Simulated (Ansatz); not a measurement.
System: zinc-blende InN (metastable phase). Method: PBEsol-D3(BJ) (Ansatz, an electronic-structure program, PAW).

Numerical settings: plane-wave cutoff 520 eV, 12×12×12 k mesh, Fermi–Dirac smearing 0.01 eV, scalar-relativistic PAW data made under PBE.

Pressure at four volumes; x = ln(V/15.208 Å³). One pressure is withheld.

```
V (Å³/atom)        x  P (GPa)
-----------  -------  -------
14.295       -0.0619        ?
14.599       -0.0409     6.39
15.208        0.0000     0.00
16.120        0.0582    -7.25
```

### Question
Pass a parabola P(x) through the three rows shown, estimate the bulk modulus and its pressure derivative near zero pressure, and predict the withheld pressure.

### Answer
Slopes between the rows: (0.00 − (6.39))/(0.0000 − (-0.0409)) = -156.23 and (-7.25 − (0.00))/(0.0582 − (0.0000)) = -124.57 GPa. Their difference over the span 0.0991 is c = 31.66/0.0991 = 319.5 GPa, so P(x) = 6.39 + (-156.23)(x − (-0.0409)) + 319.5 (x − (-0.0409))(x − (0.0000)). At the middle row B = −dP/dx = −[-156.23 + 319.5 × 0.0409] = 143.2 GPa, and B′ = dB/dP = 2c/B = 4.5. At x = -0.0619 the parabola gives 10.09 GPa; the run gives 10.16 GPa. The Birch–Murnaghan fit to the energies at all volumes has B0 = 142 GPa and B′ = 4.6.

Note: the gap of the solid is closed in this run; this level leaves the solid without a gap, although one is measured.

Spin–orbit coupling is not included; it can open a gap where bands touch, and shift volumes and moduli.
